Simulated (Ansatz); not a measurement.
Crystal: Ge.

```
Ge
1.0
     1.39715   -2.60052    0.00000
     1.39715    2.60052    0.00000
     0.00000    0.00000    2.69823
Ge
1
Cartesian
  1.3971 0.0000 0.0000
```

This isn't the form of Ge at room conditions, which is diamond.

```yaml
Program: Ansatz 0.2.0
Task: relaxation of cell and atoms
Functional: HSE06
Potentials_or_basis: Ansatz PAW
Cutoff: "420 eV (not typed: the program's choice for these potentials)"
k_mesh: 6 × 6 × 5
Occupations: fermi-dirac, width 0.05 eV
Spin: no spin polarisation
```

At the start: volume 19.61 Å³/atom.

How do energy, volume and symmetry change on relaxing?

It ends after 5 steps and the volume is 19.23 Å³/atom (-1.9 %); space group P6/mmm (No. 191, to 0.05 Å).

Step by step:
| step | energy change (eV) | largest force (eV/Å) | volume (Å³) |
| --- | --- | --- | --- |
| 1 | 0.0000 | 0.0000 | 19.61 |
| 2 | -0.0441 | 0.0000 | 19.21 |
| 3 | -0.0445 | 0.0000 | 19.22 |
| 4 | -0.0445 | 0.0000 | 19.23 |
| 5 | -0.0443 | 0.0000 | 19.23 |

Final structure:
```yaml
crystal:
  lattice:
    - [1.42471, -2.46754, 0.00000]
    - [1.42471, 2.46754, 0.00000]
    - [0.00000, 0.00000, 2.73503]
  atoms:
    - { symbol: Ge, position: [0.50000, 0.50000, 0.00000] }
```

Caveat: the k mesh is coarse (spacing up to 0.47 Å⁻¹), so the values aren't converged, least of all with exact exchange; the plane-wave basis is chosen anew once the cell has moved, so the energies of steps on either side of that aren't comparable; the PAW data sets come from PBE, with cores solved anew for the run's functional, which leaves a small shift of forces and pressure.
